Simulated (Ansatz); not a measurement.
# HfO2 (P2_1/c) in Ansatz: further runs

One crystal, HfO2, is run at these levels: rPW86-PBE+rVV10, PBE; tasks: single point, equation of state, band structure.

Everything below comes from runs of Ansatz 0.2.0. Logs are shortened: lines on timing, memory, paths and dates and some standing lists are left out, and cuts for length are marked.

**The experiment to reproduce.**

“Temperature dependence of self-trapped exciton luminescence in nanostructured hafnia powder”, 2021, arxiv:2112.02602 quotes, for a bulk crystal of HfO2: band gap 5.54 eV (indirect).

The results are compared with them further down.

### 1 Starting point

Symmetry: P2_1/c, No. 14, monoclinic system. The conventional cell has a = 5.118 Å, b = 5.186 Å, c = 5.284 Å, α = 90.00°, β = 99.35°, γ = 90.00°. Hf (site symmetry 1) is surrounded by 7 O at 2.03 to 2.25 Å. O (site symmetry 1) is surrounded by 3 Hf at 2.03 to 2.12 Å. Around O (site symmetry 1) lie 4 Hf at 2.14 to 2.25 Å.

### 2 Single point, rPW86-PBE+rVV10, 10.84 Å³/atom (volume scaled by 0.94)

Contents of input.yaml:

```yaml
crystal:
  lattice:
    - [5.0135217044, 0.0, 0.0]
    - [0.0, 5.079839684, 0.0]
    - [-0.8411344054, 0.0, 5.1074318236]
  atoms:
    - { symbol: Hf, position: [0.2755, 0.4603, 0.708] }
    - { symbol: Hf, position: [0.7245, 0.9603, 0.792] }
    - { symbol: Hf, position: [0.7245, 0.5397, 0.292] }
    - { symbol: Hf, position: [0.2755, 0.0397, 0.208] }
    - { symbol: O, position: [0.0742, 0.1684, 0.8467] }
    - { symbol: O, position: [0.9258, 0.6684, 0.6533] }
    - { symbol: O, position: [0.9258, 0.8316, 0.1533] }
    - { symbol: O, position: [0.0742, 0.3316, 0.3467] }
    - { symbol: O, position: [0.4487, 0.7419, 0.9801] }
    - { symbol: O, position: [0.5513, 0.2419, 0.5199] }
    - { symbol: O, position: [0.5513, 0.2581, 0.0199] }
    - { symbol: O, position: [0.4487, 0.7581, 0.4801] }
hamiltonian:
  xc: { exchange: rpw86, correlation: pbe }
  pseudopotentials: { kind: paw }
  dispersion: rvv10
kpoints:
  mp_grid: { grid: [5, 5, 5] }
scf:
  occupations: { method: fermi_dirac, width: 0.05 }
output:
  forces: true
  stress: true
  eigenvalues: true
```

Potentials or basis: Ansatz PAW.

Started as:

```bash
ansatz run input.yaml --threads 2 --pin off --max-ram 5120MiB --backend cpu --events-out ev --progress --plain --runs-dir out
```

What it wrote:

```text
Warning: RAYON_NUM_THREADS=2 ignored (pool sized by the plan → 2); use --threads N
Engine: ansatz 0.2.0, aarch64-unknown-linux-gnu
Pseudopotentials: kind: paw
Pseudopotential: Hf, paw, valence charge 26, recommended cutoff 420 eV (normal), Hf.paw.azcp
Pseudopotential: O, paw, valence charge 6, recommended cutoff 420 eV (normal), O.paw.azcp
Functional definition: unnamed
  exchange = rpw86_x
  correlation = pbe_c + rvv10(6.3, 0.0093)
Crystal: 12 atoms, lattice volume = 130.075 Å³
Basis set: ecut = 420 eV, 2535 PW (Γ), exchange–correlation on 80×80×80 points (8 copies of the dense FFT grid, shifted against one another)
Bands: 92, of which v1, the nominal top of the filled ones, is band 76 counted from 1 (75 counted from 0)
Symmetry: 4 space group operations
Space group: P21/c (ITA 14), of the structure as read, at distance tolerance 5.1e-5 Å
k-points: 39 of 125
Non-local potential: Hf, projectors of the file, l = 0: 3, l = 1: 2, l = 2: 2, l = 3: 3
Non-local potential: O, projectors of the file, l = 0: 2, l = 1: 2, l = 2: 1
PAW form: soft (Blöchl's): semilocal exchange-correlation on the pseudo side does not see the compensation charge
rVV10 density: all electrons in the spheres
PAW frozen core: Hf, regenerated for the run's functional, and the local potential with it (the file was generated under x = pbe(κ = 0.804, μ = 0.2195149727645171), c = pbe(β = 0.06672455060314922))
PAW frozen core: O, regenerated for the run's functional, and the local potential with it (the file was generated under x = pbe(κ = 0.804, μ = 0.2195149727645171), c = pbe(β = 0.06672455060314922))
PAW one-centre angular grid: Hf, 590 points (default); XC on 96 Gauss nodes
PAW one-centre angular grid: O, 110 points (default); XC on 64 Gauss nodes
Initial density: superposition of atomic densities (neutral atoms: chi_scale 0, normalization atom), corrected by the library's trained network
Initial wavefunctions: pseudopotential atomic-orbital guess
Functional: x = rpw86, c = pbe(β = 0.06672455060314922) + rvv10(b = 6.3, C = 0.0093)
SCF iter   1: F=—  HF=-67744.382730 eV  |F-HF|=—  |Δ(HF+E_count)|=         —  Δρ=1.81e-2  dr2=3.01e-1  ethr=1.77e-3  ⟨swp⟩=5.8  Hψ=11227  notcnv=0  defer=112
preconditioner: auto → Resta (q_TF=auto, 2.800 Å⁻¹)  ε∞=5.5  [insulator: Δε(μ)=4.611 eV  Ē_g=18.318 eV  σ=0.050 eV  W_gap=1.00  n_scr=48 (ndim 8)  ℏωp=39.1 eV  f_vac=0.069  D(μ)=0.00/eV (n_scr^D=0)  ε∞_Penn≈5.5]
SCF iter   2: F=—  HF=-67744.295424 eV  |F-HF|=—  |Δ(HF+E_count)|=   8.73e-2  Δρ=2.96e-3  dr2=8.00e-3  ethr=1.98e-4  ⟨swp⟩=2.0  Hψ=6570  notcnv=0  defer=383
SCF iter   3: F=—  HF=-67744.289958 eV  |F-HF|=—  |Δ(HF+E_count)|=   5.47e-3  Δρ=1.91e-3  dr2=3.89e-3  ethr=5.26e-6  ⟨swp⟩=2.0  Hψ=5494  notcnv=0  defer=227
automatic band count: iteration 3 solves 88 bands in place of 92: the levels show a gap, and the empty bands left out lie too high to hold charge; the band table lists the bands solved (type scf.n_extra_bands for more)
SCF iter   4: F=—  HF=-67744.288501 eV  |F-HF|=—  |Δ(HF+E_count)|=   1.46e-3  Δρ=6.94e-4  dr2=7.06e-4  ethr=2.56e-6  ⟨swp⟩=2.1  Hψ=5758  notcnv=0  defer=227
SCF iter   5: F=—  HF=-67744.288172 eV  |F-HF|=—  |Δ(HF+E_count)|=   3.29e-4  Δρ=2.11e-4  dr2=9.23e-5  ethr=4.64e-7  ⟨swp⟩=2.0  Hψ=5968  notcnv=0  defer=227
SCF iter   6: F=—  HF=-67744.288146 eV  |F-HF|=—  |Δ(HF+E_count)|=   2.63e-5  Δρ=6.08e-5  dr2=4.95e-6  ethr=6.07e-8  ⟨swp⟩=2.0  Hψ=6169  notcnv=0  defer=227
SCF iter   7: F=—  HF=-67744.288144 eV  |F-HF|=—  |Δ(HF+E_count)|=   1.35e-6  Δρ=4.60e-5  dr2=2.04e-6  ethr=3.26e-9  ⟨swp⟩=2.0  Hψ=6169  notcnv=0  defer=227
SCF iter   8: F=—  HF=-67744.288144 eV  |F-HF|=—  |Δ(HF+E_count)|=   5.25e-7  Δρ=1.07e-5  dr2=1.21e-7  ethr=1.34e-9  ⟨swp⟩=2.0  Hψ=5938  notcnv=0  defer=227
SCF iter   9: F=-67744.288144 eV  HF=-67744.288144 eV  |F-HF|=1.16e-10  |Δ(HF+E_count)|=   4.06e-8  Δρ=1.98e-6  dr2=4.45e-9  ethr=6.58e-11  ⟨swp⟩=9.3  Hψ=13871  notcnv=0
SCF 1 converged in 9 iterations: F = -67744.288144 eV  dr2 = 4.45e-9
SCF converged after 9 iterations
Free energy (F): -67744.288144 eV
Harris-Foulkes:  -67744.288144 eV  (|F-HF|=1.16e-10)
Internal energy: -67744.288144 eV  (E = F + TS)
E sigma→0 (E₀):  -67744.288144 eV
Fermi energy:    17.515400 eV
--- Per-component energies (eV) ---
  E_band       = 236.678150
  E_kinetic    = 3114.389933
  E_local      = -23842.645406  (includes V_loc(G=0)·N_el)
  E_nonlocal   = -4619.524849
  E_hartree    = 10989.426181
  E_xc         = -1780.991945
  E_vxc        = -1822.979958  (∫ρ·V_xc dr)
  E_paw        = -29299.793143  (= ΣΔE_a)
  E_vpaw       = 5428.574259  (= ΣTr[D̂ρ^β])
  E_aug_tail   = 0.016183  (compensation charges beyond the density's cutoff)
  E_ewald      = -22300.603956
  E_core_change = -4.561142  (= ΣΔE_core)
  E_smearing   = -0.000000  (= −TS)
  E_closure    = -0.000000  (closes the sum)
  Σ components = -67744.288144   (vs F -67744.288144, Δ=0.00e0)
--- Forces (eV/Å), atoms counted from 1 ---
  atom   1  Hf     0.62753717     0.29772187     0.39718250
  atom   2  Hf    -0.62753717     0.29772187    -0.39718250
  atom   3  Hf    -0.62753717    -0.29772187    -0.39718250
  atom   4  Hf     0.62753717    -0.29772187     0.39718250
  atom   5  O     -0.57974128    -0.21743374    -0.47269081
  atom   6  O      0.57974128    -0.21743374     0.47269081
  atom   7  O      0.57974128     0.21743374     0.47269081
  atom   8  O     -0.57974128     0.21743374    -0.47269081
  atom   9  O     -0.51888707     0.05194107     0.01067055
  atom  10  O      0.51888707     0.05194107    -0.01067055
  atom  11  O      0.51888707    -0.05194107    -0.01067055
  atom  12  O     -0.51888707    -0.05194107     0.01067055
  max |Σ_I F_I| component: 2.22e-16 eV/Å
--- Stress (GPa, compression-positive) ---
       27.983275      -0.000000       2.278925
       -0.000000      27.642042      -0.000000
        2.278925      -0.000000      28.354255
  P = ⅓ Tr σ = 27.9932 GPa (279.932 kbar)
--- Band table (eV; the first three rows and the last of 39) ---
  k-point 0: bands = ["-44.4008", "-44.3728", "-44.3679", "-44.3670", "-13.7858", "-13.7474", "-13.7219", "-13.4407", "-13.3593", "-13.3175", "-13.2797", "-13.2368", "-13.2006", "-13.1725", "-13.1221", "-13.0553", "-2.9918", "-1.5566", "-1.3708", "-1.3199", "-0.7934", "-0.7255", "-0.5510", "-0.3994", "5.6823", "5.6943", "5.6964", "5.6969", "5.7029", "5.7128", "5.7202", "5.7203", "5.7257", "5.7287", "5.7302", "5.7344", "5.7359", "5.7366", "5.7408", "5.7428", "5.7494", "5.7515", "5.7567", "5.7582", "5.7586", "5.7693", "5.7714", "5.7827", "5.7877", "5.8081", "5.8183", "5.8514", "9.6268", "9.6603", "10.3303", "10.4868", "10.5995", "10.9422", "11.9282", "12.1926", "12.3182", "12.5014", "12.6008", "12.6764", "13.3640", "13.4075", "13.4584", "13.4680", "13.7328", "14.2068", "14.3067", "14.3225", "14.8329", "14.9205", "15.2478", "15.3148", "20.0311", "20.7566", "20.8867", "21.1797", "21.3766", "21.6335", "22.0029", "22.1136", "22.3491", "22.5311", "23.2590", "23.2890"]
  k-point 1: bands = ["-44.3980", "-44.3748", "-44.3680", "-44.3677", "-13.7521", "-13.6950", "-13.6943", "-13.4801", "-13.3985", "-13.2966", "-13.2740", "-13.2604", "-13.2029", "-13.1685", "-13.1303", "-13.1070", "-2.8064", "-1.5035", "-1.3584", "-1.3267", "-0.8893", "-0.7764", "-0.6370", "-0.4417", "5.6797", "5.6885", "5.6956", "5.7000", "5.7008", "5.7132", "5.7212", "5.7233", "5.7250", "5.7276", "5.7312", "5.7323", "5.7342", "5.7392", "5.7410", "5.7457", "5.7488", "5.7495", "5.7523", "5.7606", "5.7621", "5.7642", "5.7773", "5.7802", "5.7889", "5.8072", "5.8146", "5.8415", "9.7465", "9.8864", "10.5702", "10.5749", "10.8240", "11.0578", "11.7391", "12.0488", "12.0634", "12.4345", "12.6583", "12.7901", "13.0097", "13.2615", "13.4764", "13.6856", "13.7711", "13.9702", "14.1375", "14.4992", "14.5450", "14.8688", "15.1090", "15.1765", "20.1129", "20.6292", "20.7502", "21.2797", "21.6069", "21.6535", "22.2598", "22.3202", "22.4235", "22.6850", "22.9678", "23.3076"]
  k-point 2: bands = ["-44.3906", "-44.3816", "-44.3682", "-44.3682", "-13.6603", "-13.6263", "-13.5841", "-13.5278", "-13.5083", "-13.3638", "-13.2546", "-13.2453", "-13.2218", "-13.1933", "-13.1583", "-13.1484", "-2.3183", "-1.7158", "-1.3771", "-1.3056", "-0.9065", "-0.8119", "-0.7697", "-0.5835", "5.6763", "5.6789", "5.6983", "5.7004", "5.7045", "5.7134", "5.7169", "5.7204", "5.7230", "5.7282", "5.7298", "5.7344", "5.7380", "5.7397", "5.7405", "5.7415", "5.7477", "5.7510", "5.7521", "5.7551", "5.7683", "5.7716", "5.7814", "5.7877", "5.7936", "5.8026", "5.8053", "5.8160", "10.1252", "10.4870", "10.5870", "10.8965", "11.2804", "11.3540", "11.4807", "11.6191", "11.6706", "12.4436", "12.5768", "12.6484", "12.8174", "13.1352", "13.1939", "13.6588", "13.6740", "13.8992", "14.0115", "14.4307", "14.6637", "14.7058", "14.7726", "14.9607", "20.2728", "20.4407", "20.8148", "21.0004", "21.8037", "21.9165", "22.4504", "22.5175", "22.6768", "22.7433", "23.3198", "23.4516"]
  k-point 38: bands = ["-44.3861", "-44.3815", "-44.3713", "-44.3694", "-13.7384", "-13.7061", "-13.6440", "-13.5857", "-13.4133", "-13.3270", "-13.2638", "-13.2250", "-13.1823", "-13.1656", "-13.1307", "-13.1076", "-2.1319", "-1.8199", "-1.4585", "-1.3929", "-0.9158", "-0.8576", "-0.6037", "-0.5841", "5.6866", "5.6923", "5.6984", "5.7039", "5.7052", "5.7116", "5.7152", "5.7209", "5.7223", "5.7289", "5.7309", "5.7323", "5.7356", "5.7385", "5.7441", "5.7460", "5.7484", "5.7503", "5.7541", "5.7556", "5.7649", "5.7668", "5.7707", "5.7746", "5.7848", "5.7894", "5.8038", "5.8232", "10.3642", "10.6161", "10.7801", "10.9059", "11.0523", "11.2336", "11.4062", "11.4978", "12.0081", "12.4343", "12.5777", "12.8007", "12.9431", "13.0534", "13.4389", "13.6707", "13.7066", "14.0757", "14.1145", "14.1552", "14.3922", "14.4778", "14.5688", "14.6985", "20.2503", "20.3994", "20.8375", "21.1208", "21.4880", "21.5831", "21.9418", "22.1269", "22.3333", "22.6996", "23.2851", "23.5630"]
```

It took 21 s on 2 threads of Arm Neoverse V2, shared host; peak memory 0.71 GiB.

What came out:

- Free energy: -67744.2881 eV
- Pressure: 28.0 GPa
- Largest force: 0.800 eV/Å
- Band gap on the k mesh: 4.39 eV, indirect (least direct gap 4.43 eV)

Caveat: odd divisions of the mesh miss points on the zone boundary, where band edges often lie, so the gap on the mesh can be too wide; the pressure holds a Pulay correction of +0.9 GPa for the finite cutoff; spin-orbit coupling is left out, which moves the levels of the heavy elements; the PAW data sets come from PBE, with cores solved anew for the run's functional, which leaves a small shift of forces and pressure.

(Part 1 of 2 ends here.)
